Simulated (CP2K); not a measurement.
ZrC under changes of volume

One of the cells (13.228 Å³/atom); the others are scaled copies at fixed shape and fractional positions:

```xyz
2
Lattice="3.3446 0.0000 0.0000 1.6723 2.8965 0.0000 1.6723 0.9655 2.7309" Properties=species:S:1:pos:R:3 pbc="T T T"
Zr    3.3446    1.9310    1.3654
C     0.0000    0.0000    0.0000
```

- Program: CP2K 2026.2
- Functional: LDA
- Potentials or basis: GTH_POTENTIALS Zr GTH-PADE-q12, C GTH-PADE-q4; TZVP-MOLOPT-PBE-GTH basis
- Density cutoff: 6123 eV
- k mesh: 10 × 10 × 10
- Occupations: fermi-dirac, width 0.01 eV
- Spin: no spin polarisation

```tsv
volume (Å³/atom)	energy over the lowest point (meV/atom)	pressure (GPa)
12.434	0.00	0.7
12.699	3.03	-4.3
12.963	?	?
13.228	32.10	-13.0
13.493	56.60	-16.6
13.757	86.86	-19.9
14.022	122.27	-22.9
```

Q: What does the run at 12.963 Å³/atom give?

A: Energy over the lowest point 14.00 meV/atom; pressure -8.9 GPa.

Worked out: A Birch-Murnaghan fit of order 3 (a polynomial in V^(-2/3)) to the other rows has its minimum at 12.47 Å³/atom with B0 = V·E''(V) = 249 GPa and B' = 4.1. It gives 13.97 meV/atom at 12.963 Å³/atom, against the run's 14.00, and -dE/dV = -8.9 GPa, against -8.9.

Energies are extrapolated to zero smearing.

Caveats: the basis of atomic orbitals isn't converged, which shifts pressures, moduli and gaps.
